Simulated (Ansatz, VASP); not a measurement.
**Ta in VASP and in Ansatz**

```
Ta
1.0
    -1.65493    1.65493    1.65493
     1.65493   -1.65493    1.65493
     1.65493    1.65493   -1.65493
Ta
1
Direct
  0.00000 0.00000 0.00000
```

Alike in both runs: task relaxation of cell and atoms; functional PBEsol; k mesh 18 × 18 × 18; occupations gaussian, width 0.1 eV; no spin polarisation.

|  | VASP | Ansatz |
| --- | --- | --- |
| version | VASP 6.6.1 | Ansatz 0.2.0 |
| potentials or method | VASP PAW PBE potentials, release 64 (Ta_pv) | scalar-relativistic, plane waves, PAW |
| plane-wave cutoff (eV) | 600 | 420 |
| valence electrons in the cell | 11 | 13 |

```tsv
	VASP	Ansatz	Ansatz less VASP
gap on the k mesh at the Fermi level, each at its own relaxed structure (eV)	none	none	-
relaxed volume (Å³/atom)	17.67	17.65	-0.017
relaxed cell length with the largest relative difference (Å)	2.842	2.841	-0.0009
energy change over the relaxation (meV/atom)	-7	-8	-0.5
```

A gap of «none» marks a metal or a gap that the smearing closes. The two sets of potentials don't hold the same shells in valence.

Caveats: the PAW data sets were made with another functional, which shifts forces and pressure a little (VASP). The runs have no spin-orbit coupling, so splittings on Ta are missing.
